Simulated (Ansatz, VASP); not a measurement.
## Lu in VASP and in Ansatz

```
Lu
1.0
     0.00000    2.42997    2.42997
     2.42997    0.00000    2.42997
     2.42997    2.42997    0.00000
Lu
1
Direct
  0.00000 0.00000 0.00000
```

Alike in both runs: task single point; functional LDA; k mesh 13 × 13 × 13; occupations fermi-dirac, width 0.1 eV; no spin polarisation.

```csv
,VASP,Ansatz
version,VASP 6.6.1,Ansatz 0.2.0
potentials or method,"VASP PAW PBE potentials, release 64 (Lu)","plane waves (420 eV) with PAW, scalar-relativistic"
plane-wave cutoff (eV),520,420
valence electrons in the cell,25,25
```

```tsv
	VASP	Ansatz	Ansatz less VASP
pressure (GPa)	-4.7	-4.8	-0.14
```

Ansatz warned: «pseudo_functional_mismatch».

Caveats: the PAW data sets were made with another functional, which shifts forces and pressure a little (VASP). The runs have no spin-orbit coupling, so splittings on Lu are missing.
